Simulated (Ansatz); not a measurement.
# AlAs: the cost of one run

Computed with Ansatz 0.2.0 (DFT PBEsol, scalar-relativistic, plane waves, PAW, unless a step's input says otherwise).

1 further run of the same task is left out (it didn't finish).

## Step 1: Starting point

It takes space group F-43m (No. 216, cubic). The conventional cell has a = 5.661 Å, b = 5.661 Å, c = 5.661 Å, α = 90.00°, β = 90.00°, γ = 90.00°. Around Al (site symmetry -43m) lie 4 As at 2.45 Å. As (site symmetry -43m) is surrounded by 4 Al at 2.45 Å.

Structure file:

```cif
data_structure
_symmetry_space_group_name_H-M 'F-43m'
_symmetry_Int_Tables_number 216
_cell_length_a 5.6608
_cell_length_b 5.6608
_cell_length_c 5.6608
_cell_angle_alpha 90.000
_cell_angle_beta 90.000
_cell_angle_gamma 90.000
_cell_volume 181.40
loop_
_atom_site_label
_atom_site_type_symbol
_atom_site_symmetry_multiplicity
_atom_site_Wyckoff_symbol
_atom_site_fract_x
_atom_site_fract_y
_atom_site_fract_z
_atom_site_occupancy
Al1 Al 4 a 0.00000 0.00000 0.00000 1
As1 As 4 c 0.25000 0.25000 0.25000 1
```

The structure comes from the Crystallography Open Database.

(A quick probe on a coarse mesh, which set the mesh and smearing, is not shown.)

## Step 3: The relaxation

The input, input.yaml:

```yaml
crystal:
  lattice:
    - [0.0, 2.8304, 2.8304]
    - [2.8304, 0.0, 2.8304]
    - [2.8304, 2.8304, 0.0]
  atoms:
    - { symbol: Al, position: [0.0, 0.0, 0.0] }
    - { symbol: As, position: [0.75, 0.75, 0.75] }
basis:
  ecutwfc: 420
kpoints:
  mp_grid: { grid: [8, 8, 8] }
hamiltonian:
  xc: pbesol
scf:
  occupations: { method: gaussian, width: 0.02 }
output:
  forces: true
  stress: true
  eigenvalues: true
relax:
  adjacent_minimum: "off"
  f_tol: 0.005
  max_steps: 80
  cell: { stress_tol: 0.05 }
```

The run is started by

```bash
ansatz run input.yaml --threads 1 --pin off --max-ram 2560MiB --backend cpu --events-out ev --progress --plain --runs-dir out
```

Q: Estimate wall time and peak memory on 1 thread of Intel Xeon Platinum 8259CL at 2.50GHz (Skylake/Cascade Lake), shared host.

About 8.8 s, with a peak of 0.38 GiB.
